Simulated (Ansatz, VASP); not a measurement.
## Ga in VASP and in Ansatz

```
CELL_PARAMETERS angstrom
0.00000 2.13650 2.13650
2.13650 0.00000 2.13650
2.13650 2.13650 0.00000
ATOMIC_POSITIONS crystal
Ga 0.00000 0.00000 0.00000
```

Alike in both runs: task single point; functional revPBE; k mesh 14 × 14 × 14; occupations fermi-dirac, width 0.1 eV; no spin polarisation.

|  | VASP | Ansatz |
| --- | --- | --- |
| version | VASP 6.6.1 | Ansatz 0.2.0 |
| potentials or method | VASP PAW PBE potentials, release 64 (Ga_d) | plane waves (420 eV) with PAW, scalar-relativistic |
| plane-wave cutoff (eV) | 520 | 420 |
| valence electrons in the cell | 13 | 13 |

```tsv
	VASP	Ansatz	Ansatz less VASP
pressure (GPa)	-0.1	-0.2	-0.10
```

Caveats: the PAW data sets were made with another functional, which shifts forces and pressure a little (VASP).
